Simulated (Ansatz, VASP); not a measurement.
## Two plane-wave programs on Ga

The input INCAR:

```
SYSTEM = Ga
ALGO = Normal ; EDIFF = 1E-7
ENCUT = 520 ; GGA = PE
ISIF = 2 ; ISMEAR = -1
LASPH = .TRUE. ; LCHARG = .FALSE.
LREAL = .FALSE. ; LWAVE = .FALSE.
NELM = 60 ; PREC = Accurate
SIGMA = 0.05
```

KPOINTS

```
k-points
0
G
  10 10 8
  0 0 0
```

POSCAR

```
Ga
1.0
    1.3830000000     -4.0265000000      0.0000000000
    1.3830000000      4.0265000000      0.0000000000
   -0.1174474948      0.0000000000      3.2633308528
Ga
2
Direct
    0.1310000000      0.8690000000      0.7500000000
    0.8690000000      0.1310000000      0.2500000000
```

The input input.yaml:

```yaml
crystal:
  lattice:
    - [1.383, -4.0265, 0.0]
    - [1.383, 4.0265, 0.0]
    - [-0.1174474948, 0.0, 3.2633308528]
  atoms:
    - { symbol: Ga, position: [0.131, 0.869, 0.75] }
    - { symbol: Ga, position: [0.869, 0.131, 0.25] }
hamiltonian:
  xc: pbe
  pseudopotentials: { kind: paw }
kpoints:
  mp_grid: { grid: [10, 10, 8] }
scf:
  occupations: { method: fermi_dirac, width: 0.05 }
output:
  forces: true
  stress: true
  eigenvalues: true
```

Change from the starting cell: strain = -0.02.

Alike in both runs: task single point; functional PBE; k mesh 10 × 10 × 8; occupations fermi-dirac, width 0.05 eV; no spin polarisation.

```csv
,VASP,Ansatz
version,VASP 6.6.1,Ansatz 0.2.0
potentials or method,"VASP PAW PBE potentials, release 64 (Ga_d)",Ansatz PAW
plane-wave cutoff (eV),520,420
valence electrons in the cell,26,26
```

Ansatz gave:

```
gap on the k mesh at the Fermi level (eV)       : none
pressure (GPa)                                  : 2.8
largest component of the traceless stress (GPa) : 0.67
rms of the force components (eV/Å)              : 0.130
```

**Question.** Estimate VASP's values.

**Answer.** gap on the k mesh at the Fermi level (eV): none; pressure (GPa): 3.0; largest component of the traceless stress (GPa): 0.70; rms of the force components (eV/Å): 0.131.

Atom by atom the forces differ by 0.001 eV/Å (rms over components). A gap of «none» marks a metal or a gap that the smearing closes.
